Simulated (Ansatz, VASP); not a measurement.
**Two plane-wave programs on AgO**

```xyz
4
Lattice="2.5118 2.5118 0.0000 -2.5118 2.5118 0.0000 0.0000 0.0000 5.0236" Properties=species:S:1:pos:R:3 pbc="T T T"
Ag    0.0000    0.0000    0.0000
Ag    0.0000    2.5118    2.5118
O     1.2559    1.2559    1.2559
O    -1.2559    1.2559    3.7677
```

Change from the starting cell: equal strain along all axes, cell held, atoms relaxed: +1.5 %.

Alike in both runs: task single point; functional PBEsol; k mesh 12 × 12 × 8; occupations gaussian, width 0.1 eV; no spin polarisation.

|  | VASP | Ansatz |
| --- | --- | --- |
| version | VASP 6.6.1 | Ansatz 0.2.0 |
| potentials or method | VASP PAW PBE potentials, release 64 (Ag, O) | scalar-relativistic, plane waves, PAW |
| plane-wave cutoff (eV) | 520 | 420 |
| valence electrons in the cell | 34 | 50 |

Ansatz gave:

| Quantity | Value |
| --- | --- |
| gap on the k mesh at the Fermi level (eV) | none |
| pressure (GPa) | -4.3 |

Estimate VASP's values.

gap on the k mesh at the Fermi level (eV): none; pressure (GPa): -4.4.

A gap of «none» marks a metal or a gap that the smearing closes. The two sets of potentials don't hold the same shells in valence.

Caveats: the PAW data sets were made with another functional, which shifts forces and pressure a little (VASP).
